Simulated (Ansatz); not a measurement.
**Ionic part of the dielectric constant of ZnSe at 8 GPa, mode by mode**

Level of theory: DFT PBEsol, scalar-relativistic, plane waves, PAW (Ansatz 0.2.0). Cutoff 420 eV, 8×8×8 k-points (Γ-centred), fixed occupations. No spin polarisation. Phonons by linear response, acoustic sum rule imposed.

The structure is cubic, space group F-43m (No. 216). Conventional cell: a = 5.452 Å, b = 5.452 Å, c = 5.452 Å, α = 90.00°, β = 90.00°, γ = 90.00°. Zn (site symmetry -43m) is surrounded by 4 Se at 2.36 Å. Around Se (site symmetry -43m) lie 4 Zn at 2.36 Å.

At this pressure the crystal is close to a known change of phase. The run warned that the force constants aren't converged on this k mesh, so the frequencies and all that is formed from them are rough.

The primitive cell has V = 40.52 Å³ and ε∞,xx = 7.248. Each polar mode adds Δε = (4.92064×10⁷/V)·S/ν² along x, with S its oscillator strength in e²/amu, ν in cm⁻¹ and V in Å³.

Task: From these modes, find each Δε and ε0,xx.
```tsv
ν (cm⁻¹)	S_xx (e²/amu)
245.6	0.097
```

Result:
```json
{"ν (cm⁻¹)": "245.6", "Δε": "1.95"}
```

The sum is 1.953, so ε0,xx = 9.20; the run's tensor has 9.20.

Task: Where do the longitudinal modes lie for a wave vector along x?

Result: At 277 cm⁻¹. The Lyddane–Sachs–Teller product Π(ν_LO/ν_TO)² = 1.27 matches ε0/ε∞ = 1.27.

Cost: 1 run of about 0.88 core-minutes, on Intel Xeon Platinum 8488C (Sapphire Rapids) (shared hosts).

The static dielectric response of ZnSe here is mainly electronic: ε∞ supplies 7.248 of the total 9.20, and the lattice adds roughly 1.95. This fits a tetrahedral semiconductor with largely covalent, only partly ionic bonds, where the valence electrons polarise easily while the stiff bonds limit the displacement of the Zn and Se sublattices against each other. That motion is the only polar optical mode of zinc blende, so it carries the whole ionic part. The macroscopic field it sets up lifts the longitudinal branch above the transverse one.

The electronic part looks too large against what is known of ZnSe, probably because the semilocal functional makes the gap too small. Such an excess would also overscreen the field and narrow the longitudinal–transverse splitting. The Lyddane–Sachs–Teller match shows internal consistency, not accuracy, since both sides draw on the same force constants, effective charges and ε∞. A real zone-centre frequency also says little about the nearby transition, as a reconstructive change of phase needs no soft polar mode.
